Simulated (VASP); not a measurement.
# BaS: band structure with HSE06

**What was measured.**

From a printed reference work, monograph, original work of 1988, for a bulk crystal of BaS at 2 K: band gap 3.806 eV (indirect).

Crystal: BaS.

```
Ba S
1.0
     0.00000    3.19375    3.19375
     3.19375    0.00000    3.19375
     3.19375    3.19375    0.00000
Ba S
1 1
Direct
  0.00000 0.00000 0.00000
  0.50000 0.50000 0.50000
```

- Program: VASP 6.6.1
- Task: band structure
- Functional: HSE06
- Potentials or basis: VASP PAW PBE potentials, release 64 (Ba_sv, S)
- Cutoff: 520 eV
- k mesh: 6 × 6 × 6
- Occupations: gaussian, width 0.02 eV
- Spin: no spin polarisation
- Grid for exact exchange (PRECFOCK): Fast
- Further INCAR settings: ALGO = Normal; EDIFF = 1e-06
- Share of exact exchange: 0.25
- Screening parameter: 0.2 1/Å

```json
{"Pressure": "1.0 GPa", "Band gap on the k mesh": "3.04 eV (least direct gap 3.20 eV)", "Band gap along the path": "3.04 eV (least direct gap 3.20 eV)"}
```

Levels at the corners of the path, in eV from the valence-band top:
```
point  band 6  band 7  band 8  band 9  band 10  band 11
    Γ    0.00    0.00    0.00    4.60     4.94     4.94
    X   -0.59   -0.16   -0.16    3.04     7.12     7.22
    X   -0.59   -0.16   -0.16    3.04     7.12     7.22
    W   -1.20   -0.53   -0.53    5.35     5.35     7.54
    W   -1.20   -0.53   -0.53    5.35     5.35     7.53
    K   -1.01   -0.65   -0.60    4.29     7.14     7.85
    K   -1.01   -0.65   -0.60    4.29     7.14     7.85
    Γ    0.00    0.00    0.00    4.60     4.94     4.94
    Γ    0.00    0.00    0.00    4.60     4.94     4.94
    L   -2.07   -1.16   -1.16    6.67     6.73     7.58
    L   -2.07   -1.16   -1.16    6.67     6.73     7.58
    U   -1.01   -0.65   -0.60    4.29     7.14     7.85
    U   -1.01   -0.65   -0.60    4.29     7.14     7.85
    W   -1.20   -0.53   -0.53    5.35     5.35     7.54
    W   -1.20   -0.53   -0.53    5.35     5.35     7.54
    L   -2.07   -1.16   -1.16    6.67     6.73     7.58
    L   -2.07   -1.16   -1.16    6.67     6.73     7.58
    K   -1.01   -0.65   -0.60    4.29     7.14     7.85
    U   -1.01   -0.65   -0.60    4.29     7.14     7.85
    X   -0.59   -0.16   -0.16    3.04     7.12     7.22
```

Wall time 12 min on 4 MPI ranks on Intel(R) Xeon(R) 6975P-C (Granite Rapids), on a shared host, peak memory 0.39 GiB a rank.

A measured gap of BaS is 3.806 eV (indirect; 2 K; a printed reference work, monograph, original work of 1988); the calculated 3.04 eV misses it by -0.77 eV. Spin-orbit coupling on Ba is left out. The value is that of HSE06, without temperature or zero-point motion.

Caveat: the PAW data sets were made with another functional, which shifts forces and pressure a little; spin-orbit coupling is left out, which moves the levels of the heavy elements.
